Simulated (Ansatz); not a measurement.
# GaSb (Immm) in Ansatz: equation of state

How stiff is GaSb in PBE, and what volume does it want? The cell is scaled to several volumes.

All numbers are computed with Ansatz 0.2.0; they aren't measurements. Logs are shortened: lines on timing, memory, paths and dates and some standing lists are left out, and cuts for length are marked.

### 1 The structure

It takes space group Immm (No. 71, orthorhombic). Conventional cell: a = 3.112 Å, b = 5.350 Å, c = 5.787 Å, α = 90.00°, β = 90.00°, γ = 90.00°. Around Sb (site symmetry mmm) lie 6 Ga at 2.89 to 3.09 Å and 2 Sb at 3.11 Å. Around Ga (site symmetry mmm) lie 6 Sb at 2.89 to 3.09 Å and 2 Ga at 3.11 Å.

Measurements of this composition are mostly on another form, of space group No. 216.

### 2 Single point, PBE, 22.64 Å³/atom (volume scaled by 0.94)

Contents of input.yaml:

```yaml
crystal:
  lattice:
    - [-1.5241390061, 2.6203957796, 2.834249223]
    - [1.5241390061, -2.6203957796, 2.834249223]
    - [1.5241390061, 2.6203957796, -2.834249223]
  atoms:
    - { symbol: Sb, position: [0.5, 0.5, 0.0] }
    - { symbol: Ga, position: [0.0, 0.0, 0.0] }
hamiltonian:
  xc: pbe
  pseudopotentials: { kind: paw }
kpoints:
  mp_grid: { grid: [10, 10, 10] }
scf:
  occupations: { method: fermi_dirac, width: 0.05 }
output:
  forces: true
  stress: true
  eigenvalues: true
```

Potentials or basis: Ansatz PAW.

Command:

```
> ansatz run input.yaml --threads 2 --pin off --max-ram 5120MiB --backend cpu --events-out ev --progress --plain --runs-dir out
```

The log of the run:

```text
Warning: RAYON_NUM_THREADS=2 ignored (pool sized by the plan → 2); use --threads N
Engine: ansatz 0.2.0, aarch64-unknown-linux-gnu
Pseudopotentials: kind: paw
Pseudopotential: Sb, paw, valence charge 15, recommended cutoff 420 eV (normal), Sb.paw.azcp
Pseudopotential: Ga, paw, valence charge 13, recommended cutoff 420 eV (normal), Ga.paw.azcp
Functional definition: PBE
  parameter kappa = 0.804
  parameter beta = 0.06672455060314922
  exchange = pbe_x(kappa = kappa, mu = beta*pi^2/3)
  correlation = pbe_c(beta = beta)
Crystal: 2 atoms, lattice volume = 45.278 Å³
Basis set: ecut = 420 eV, 857 PW (Γ), exchange–correlation on 60×60×60 points (8 copies of the dense FFT grid, shifted against one another)
Bands: 18, of which v1, the nominal top of the filled ones, is band 14 counted from 1 (13 counted from 0)
Symmetry: 8 space group operations
Space group: Immm (ITA 71), of the structure as read, at distance tolerance 3.6e-5 Å
k-points: 171 of 1000
Non-local potential: Sb, projectors of the file, l = 0: 2, l = 1: 2, l = 2: 2, l = 3: 2
Non-local potential: Ga, projectors of the file, l = 0: 2, l = 1: 2, l = 2: 3, l = 3: 1
PAW form: soft (Blöchl's): semilocal exchange-correlation on the pseudo side does not see the compensation charge
PAW one-centre angular grid: Sb, 590 points (default); XC on 64 Gauss nodes
PAW one-centre angular grid: Ga, 590 points (default); XC on 64 Gauss nodes
Initial density: superposition of atomic densities (neutral atoms: chi_scale 0, normalization atom), corrected by the library's trained network
Initial wavefunctions: pseudopotential atomic-orbital guess
Functional: x = pbe(κ = 0.804, μ = 0.2195149727645171), c = pbe(β = 0.06672455060314922)
SCF iter   1: F=—  HF=-10267.408366 eV  |F-HF|=—  |Δ(HF+E_count)|=         —  Δρ=1.01e-3  dr2=4.33e-4  ethr=1.77e-3  ⟨swp⟩=5.9  Hψ=15237  notcnv=0
preconditioner: auto → Kerker (q_TF=auto, 2.518 Å⁻¹)  [metal: Δε(μ)=0.025 eV  Ē_g=21.258 eV  σ=0.050 eV  W_gap=0.12  n_scr=16 (ndim 8)  ℏωp=29.2 eV  f_vac=0.000  D(μ)=0.61/eV (n_scr^D=0)]
SCF iter   2: F=—  HF=-10267.407457 eV  |F-HF|=—  |Δ(HF+E_count)|=   9.09e-4  Δρ=6.75e-4  dr2=2.11e-4  ethr=1.54e-6  ⟨swp⟩=2.0  Hψ=6504  notcnv=0
SCF iter   3: F=—  HF=-10267.407460 eV  |F-HF|=—  |Δ(HF+E_count)|=   2.96e-6  Δρ=2.65e-4  dr2=4.56e-5  ethr=7.52e-7  ⟨swp⟩=2.1  Hψ=5238  notcnv=0
SCF iter   4: F=—  HF=-10267.407454 eV  |F-HF|=—  |Δ(HF+E_count)|=   5.89e-6  Δρ=1.65e-4  dr2=7.20e-6  ethr=1.63e-7  ⟨swp⟩=2.3  Hψ=4417  notcnv=0
SCF iter   5: F=—  HF=-10267.407452 eV  |F-HF|=—  |Δ(HF+E_count)|=   1.92e-6  Δρ=1.13e-4  dr2=2.69e-6  ethr=2.57e-8  ⟨swp⟩=2.0  Hψ=5343  notcnv=0
SCF iter   6: F=-10267.407451 eV  HF=-10267.407451 eV  |F-HF|=4.13e-8  |Δ(HF+E_count)|=   1.11e-6  Δρ=1.26e-5  dr2=7.76e-8  ethr=3.57e-10  ⟨swp⟩=3.8  Hψ=13806  notcnv=0
SCF 1 converged in 6 iterations: F = -10267.407451 eV  dr2 = 7.76e-8
SCF converged after 6 iterations
Free energy (F): -10267.407451 eV
Harris-Foulkes:  -10267.407451 eV  (|F-HF|=4.13e-8)
Internal energy: -10267.402318 eV  (E = F + TS)
E sigma→0 (E₀):  -10267.404884 eV
Entropy (-TS):   -0.005133 eV (-2.567 meV/atom)
Fermi energy:    10.892780 eV
--- Per-component energies (eV) ---
  E_band       = -174.060517
  E_kinetic    = 322.821270
  E_local      = -3261.208415  (includes V_loc(G=0)·N_el)
  E_nonlocal   = 785.133051
  E_hartree    = 1517.918860
  E_xc         = -208.347073
  E_vxc        = -155.159552  (∫ρ·V_xc dr)
  E_paw        = -6561.717668  (= ΣΔE_a)
  E_vpaw       = -901.484489  (= ΣTr[D̂ρ^β])
  E_aug_tail   = -0.000117  (compensation charges beyond the density's cutoff)
  E_ewald      = -2862.002227
  E_smearing   = -0.005133  (= −TS)
  E_closure    = -0.000000  (closes the sum)
  Σ components = -10267.407451   (vs F -10267.407451, Δ=0.00e0)
--- Forces (eV/Å), atoms counted from 1 ---
  atom   1  Sb     0.00000000     0.00000000    -0.00000000
  atom   2  Ga     0.00000000     0.00000000     0.00000000
  max |Σ_I F_I| component: 1.26e-29 eV/Å
--- Stress (GPa, compression-positive) ---
        4.954887       0.000000       0.000000
        0.000000       3.180924      -0.000000
        0.000000      -0.000000       2.933476
  P = ⅓ Tr σ = 3.6898 GPa (36.898 kbar)
--- Band table (eV; the first three rows and the last of 171) ---
  k-point 0: bands = ["-18.2596", "-18.1172", "-18.0974", "-18.0938", "-18.0935", "-4.0872", "-3.9801", "-3.9786", "-3.9536", "-3.9184", "-1.5425", "7.8435", "8.5463", "9.0234", "14.1454", "16.6378", "17.2589", "18.8398"]
  k-point 1: bands = ["-18.2410", "-18.1232", "-18.1031", "-18.0931", "-18.0924", "-4.0700", "-3.9798", "-3.9776", "-3.9626", "-3.9255", "-1.3282", "7.2358", "8.9631", "9.5884", "14.5553", "15.0751", "17.2415", "17.4888"]
  k-point 2: bands = ["-18.1924", "-18.1387", "-18.1180", "-18.0922", "-18.0889", "-4.0258", "-3.9922", "-3.9767", "-3.9716", "-3.9435", "-0.6850", "6.8084", "8.8719", "11.2123", "12.3594", "14.5229", "15.5511", "16.9635"]
  k-point 170: bands = ["-18.2594", "-18.1145", "-18.1012", "-18.0942", "-18.0783", "-4.0857", "-4.0756", "-3.9484", "-3.9444", "-3.9122", "1.1789", "4.8020", "5.4099", "5.7175", "14.3212", "18.2488", "21.0469", "21.8801"]
```

Wall time 4.3 s (2 threads of Arm Neoverse V1, shared host); peak memory 0.41 GiB.

What came out:

| Property | Result |
| --- | --- |
| Free energy | -10267.4075 eV |
| Pressure | 3.7 GPa |
| Band gap on the k mesh | none (metal or under the smearing width) |

### 3 Single point, PBE, 23.12 Å³/atom (volume scaled by 0.96)

Changes to input.yaml since step 2:

```diff
@@ -2,5 +2,5 @@
   lattice:
-    - [-1.5241390061, 2.6203957796, 2.834249223]
-    - [1.5241390061, -2.6203957796, 2.834249223]
-    - [1.5241390061, 2.6203957796, -2.834249223]
+    - [-1.5348727331, 2.638849879, 2.8542093822]
+    - [1.5348727331, -2.638849879, 2.8542093822]
+    - [1.5348727331, 2.638849879, -2.8542093822]
   atoms:
```

Potentials or basis: Ansatz PAW.

Command:

```
> ansatz run input.yaml --threads 2 --pin off --max-ram 5120MiB --backend cpu --events-out ev --progress --plain --runs-dir out
```

Wall time 4.5 s (2 threads of Arm Neoverse V1, shared host); peak memory 0.41 GiB.

The run converged. Its results:

| Quantity | Value |
| --- | --- |
| Free energy | -10267.4253 eV |
| Pressure | 2.3 GPa |
| Band gap on the k mesh | none (metal or under the smearing width) |

### 4 Single point, PBE, 23.60 Å³/atom (volume scaled by 0.98)

Contents of input.yaml:

```yaml
crystal:
  lattice:
    - [-1.5454583968, 2.6570494188, 2.8738942068]
    - [1.5454583968, -2.6570494188, 2.8738942068]
    - [1.5454583968, 2.6570494188, -2.8738942068]
  atoms:
    - { symbol: Sb, position: [0.5, 0.5, 0.0] }
    - { symbol: Ga, position: [0.0, 0.0, 0.0] }
hamiltonian:
  xc: pbe
  pseudopotentials: { kind: paw }
kpoints:
  mp_grid: { grid: [10, 10, 10] }
scf:
  occupations: { method: fermi_dirac, width: 0.05 }
output:
  forces: true
  stress: true
  eigenvalues: true
  write_density: true
  write_potential: true
  elf: true
  volumetric_format: npy
```

Command:

```
> ansatz run input.yaml --threads 2 --pin off --max-ram 5120MiB --backend cpu --events-out ev --progress --plain --runs-dir out
```

It took 6.1 s on 2 threads of Arm Neoverse V1, shared host; peak memory 0.42 GiB.

Results (log left out):

```
Free energy            : -10267.4352 eV
Pressure               : 1.0 GPa
Band gap on the k mesh : none (metal or under the smearing width)
```

### 5 Single point, PBE, 24.08 Å³/atom

Changes to input.yaml since step 4:

```diff
@@ -2,5 +2,5 @@
   lattice:
-    - [-1.5454583968, 2.6570494188, 2.8738942068]
-    - [1.5454583968, -2.6570494188, 2.8738942068]
-    - [1.5454583968, 2.6570494188, -2.8738942068]
+    - [-1.555901, 2.675003, 2.893313]
+    - [1.555901, -2.675003, 2.893313]
+    - [1.555901, 2.675003, -2.893313]
   atoms:
```

Potentials or basis: Ansatz PAW.

Command:

```
> ansatz run input.yaml --threads 2 --pin off --max-ram 5120MiB --backend cpu --events-out ev --progress --plain --runs-dir out
```

The log of the run:

```text
Warning: RAYON_NUM_THREADS=2 ignored (pool sized by the plan → 2); use --threads N
[... 9 set-up lines as earlier in the session ...]
Crystal: 2 atoms, lattice volume = 48.168 Å³
Basis set: ecut = 420 eV, 933 PW (Γ), exchange–correlation on 60×60×60 points (8 copies of the dense FFT grid, shifted against one another)
Bands: 18, of which v1, the nominal top of the filled ones, is band 14 counted from 1 (13 counted from 0)
[... 2 set-up lines as earlier in the session ...]
k-points: 171 of 1000
[... 8 set-up lines as earlier in the session ...]
SCF iter   1: F=—  HF=-10267.438835 eV  |F-HF|=—  |Δ(HF+E_count)|=         —  Δρ=8.38e-4  dr2=3.85e-4  ethr=1.77e-3  ⟨swp⟩=5.9  Hψ=15302  notcnv=0
preconditioner: auto → Kerker (q_TF=auto, 2.492 Å⁻¹)  [metal: Δε(μ)=0.031 eV  Ē_g=14.355 eV  σ=0.050 eV  W_gap=0.15  n_scr=16 (ndim 8)  ℏωp=22.7 eV  f_vac=0.000  D(μ)=0.66/eV (n_scr^D=0)]
SCF iter   2: F=—  HF=-10267.437911 eV  |F-HF|=—  |Δ(HF+E_count)|=   9.23e-4  Δρ=5.87e-4  dr2=2.06e-4  ethr=1.38e-6  ⟨swp⟩=2.0  Hψ=6620  notcnv=0
SCF iter   3: F=—  HF=-10267.437897 eV  |F-HF|=—  |Δ(HF+E_count)|=   1.43e-5  Δρ=2.58e-4  dr2=5.41e-5  ethr=7.37e-7  ⟨swp⟩=2.9  Hψ=5651  notcnv=0
SCF iter   4: F=—  HF=-10267.437898 eV  |F-HF|=—  |Δ(HF+E_count)|=   7.74e-7  Δρ=1.53e-4  dr2=7.67e-6  ethr=1.93e-7  ⟨swp⟩=2.1  Hψ=4825  notcnv=0
SCF iter   5: F=—  HF=-10267.437893 eV  |F-HF|=—  |Δ(HF+E_count)|=   4.28e-6  Δρ=1.31e-4  dr2=4.08e-6  ethr=2.74e-8  ⟨swp⟩=2.0  Hψ=4581  notcnv=0
SCF iter   6: F=—  HF=-10267.437892 eV  |F-HF|=—  |Δ(HF+E_count)|=   1.66e-6  Δρ=2.81e-5  dr2=2.24e-7  ethr=1.46e-8  ⟨swp⟩=2.0  Hψ=5465  notcnv=0
SCF iter   7: F=-10267.437892 eV  HF=-10267.437892 eV  |F-HF|=5.62e-10  |Δ(HF+E_count)|=   5.84e-8  Δρ=3.36e-6  dr2=5.03e-9  ethr=3.57e-10  ⟨swp⟩=8.2  Hψ=18853  notcnv=0
SCF 1 converged in 7 iterations: F = -10267.437892 eV  dr2 = 5.03e-9
SCF converged after 7 iterations
Free energy (F): -10267.437892 eV
Harris-Foulkes:  -10267.437892 eV  (|F-HF|=5.62e-10)
Internal energy: -10267.432407 eV  (E = F + TS)
E sigma→0 (E₀):  -10267.435149 eV
Entropy (-TS):   -0.005485 eV (-2.743 meV/atom)
Fermi energy:    9.955801 eV
--- Per-component energies (eV) ---
  E_band       = -197.452544
  E_kinetic    = 321.145408
  E_local      = -3353.356579  (includes V_loc(G=0)·N_el)
  E_nonlocal   = 784.805995
  E_hartree    = 1552.563584
  E_xc         = -207.515233
  E_vxc        = -154.008359  (∫ρ·V_xc dr)
  E_paw        = -6561.497840  (= ΣΔE_a)
  E_vpaw       = -901.167975  (= ΣTr[D̂ρ^β])
  E_aug_tail   = -0.000117  (compensation charges beyond the density's cutoff)
  E_ewald      = -2803.577624
  E_smearing   = -0.005485  (= −TS)
  E_closure    = -0.000000  (closes the sum)
  Σ components = -10267.437892   (vs F -10267.437892, Δ=0.00e0)
--- Forces (eV/Å), atoms counted from 1 ---
  atom   1  Sb     0.00000000     0.00000000     0.00000000
  atom   2  Ga     0.00000000     0.00000000     0.00000000
  max |Σ_I F_I| component: 0.00e0 eV/Å
--- Stress (GPa, compression-positive) ---
        0.939030       0.000000       0.000000
        0.000000      -0.402628       0.000000
        0.000000       0.000000      -0.809020
  P = ⅓ Tr σ = -0.0909 GPa (-0.909 kbar)
--- Band table (eV; the first three rows and the last of 171) ---
  k-point 0: bands = ["-19.1056", "-18.9884", "-18.9736", "-18.9623", "-18.9618", "-4.9495", "-4.8523", "-4.8522", "-4.8371", "-4.8047", "-1.9987", "6.7392", "7.8028", "8.2384", "13.3352", "15.3021", "16.0876", "17.4887"]
  k-point 1: bands = ["-19.0904", "-18.9931", "-18.9781", "-18.9615", "-18.9613", "-4.9348", "-4.8532", "-4.8502", "-4.8444", "-4.8105", "-1.7969", "6.2802", "8.1850", "8.6691", "13.7203", "13.8460", "16.0372", "16.3036"]
  k-point 2: bands = ["-19.0508", "-19.0055", "-18.9900", "-18.9608", "-18.9586", "-4.8969", "-4.8669", "-4.8520", "-4.8454", "-4.8253", "-1.1931", "5.9006", "8.1041", "10.1450", "11.3063", "13.4865", "14.6520", "15.7824"]
  k-point 170: bands = ["-19.1054", "-18.9863", "-18.9711", "-18.9675", "-18.9507", "-4.9453", "-4.9283", "-4.8329", "-4.8237", "-4.7996", "0.4243", "4.0389", "4.8689", "5.1602", "13.2362", "17.1428", "19.5380", "20.2245"]
```

Wall time 6.2 s (2 threads of Arm Neoverse V1, shared host); peak memory 0.42 GiB.

Results:

```
Free energy            : -10267.4379 eV
Pressure               : -0.1 GPa
Band gap on the k mesh : none (metal or under the smearing width)
```

### 6 Single point, PBE, 24.57 Å³/atom (volume scaled by 1.02)

Changes to input.yaml since step 5:

```diff
@@ -2,5 +2,5 @@
   lattice:
-    - [-1.555901, 2.675003, 2.893313]
-    - [1.555901, -2.675003, 2.893313]
-    - [1.555901, 2.675003, -2.893313]
+    - [-1.5662052804, 2.6927187679, 2.9124745717]
+    - [1.5662052804, -2.6927187679, 2.9124745717]
+    - [1.5662052804, 2.6927187679, -2.9124745717]
   atoms:
```

Potentials or basis: Ansatz PAW.

Command:

```
> ansatz run input.yaml --threads 2 --pin off --max-ram 5120MiB --backend cpu --events-out ev --progress --plain --runs-dir out
```

Wall time 6.3 s (2 threads of Arm Neoverse V1, shared host); peak memory 0.42 GiB.

It converged, with:

```yaml
Free_energy: -10267.4343 eV
Pressure: -1.1 GPa
Band_gap_on_the_k_mesh: none (metal or under the smearing width)
```

### 7 Single point, PBE, 25.05 Å³/atom (volume scaled by 1.04)

Contents of input.yaml:

```yaml
crystal:
  lattice:
    - [-1.5763757296, 2.7102044447, 2.9313872741]
    - [1.5763757296, -2.7102044447, 2.9313872741]
    - [1.5763757296, 2.7102044447, -2.9313872741]
  atoms:
    - { symbol: Sb, position: [0.5, 0.5, 0.0] }
    - { symbol: Ga, position: [0.0, 0.0, 0.0] }
hamiltonian:
  xc: pbe
  pseudopotentials: { kind: paw }
kpoints:
  mp_grid: { grid: [10, 10, 10] }
scf:
  occupations: { method: fermi_dirac, width: 0.05 }
output:
  forces: true
  stress: true
  eigenvalues: true
```

Command:

```
> ansatz run input.yaml --threads 2 --pin off --max-ram 5120MiB --backend cpu --events-out ev --progress --plain --runs-dir out
```

Run time: 4.7 s. Hardware: 2 threads of Arm Neoverse V1, shared host; peak memory 0.42 GiB.

Results (log left out):

| Item | Value |
| --- | --- |
| Free energy | -10267.4252 eV |
| Pressure | -2.0 GPa |
| Band gap on the k mesh | none (metal or under the smearing width) |

### 8 Single point, PBE, 25.53 Å³/atom (volume scaled by 1.06)

Changes to input.yaml since step 7:

```diff
@@ -2,5 +2,5 @@
   lattice:
-    - [-1.5763757296, 2.7102044447, 2.9313872741]
-    - [1.5763757296, -2.7102044447, 2.9313872741]
-    - [1.5763757296, 2.7102044447, -2.9313872741]
+    - [-1.58641661, 2.7274673588, 2.9500590341]
+    - [1.58641661, -2.7274673588, 2.9500590341]
+    - [1.58641661, 2.7274673588, -2.9500590341]
   atoms:
```

Command:

```
> ansatz run input.yaml --threads 2 --pin off --max-ram 5120MiB --backend cpu --events-out ev --progress --plain --runs-dir out
```

Run time: 4.9 s. Hardware: 2 threads of Arm Neoverse V1, shared host; peak memory 0.42 GiB.

The run converged. Its results:

```
Free energy            : -10267.4110 eV
Pressure               : -2.7 GPa
Band gap on the k mesh : none (metal or under the smearing width)
```

### 9 Equation of state, PBE

Potentials or basis: Ansatz PAW.

This step only gathers the single runs of the series.

What came out:

```yaml
Equilibrium_volume: 24.04 Å³/atom
Bulk_modulus_at_fixed_shape_and_positions: 53 GPa
Pressure_derivative_of_the_bulk_modulus: 5.0
```

Energy against volume, from the lowest point:
```
volume (Å³/atom)  energy (meV/atom)
          22.639              15.22
          23.121               6.29
          23.602               1.37
          24.084               0.00
          24.566               1.79
          25.048               6.37
          25.529              13.43
```

Caveat: the cell was scaled at fixed shape and fractional positions, which overstates the stiffness of a crystal with free parameters, most of all of layers and chains. The run has no spin-orbit coupling, so splittings on Sb are missing.
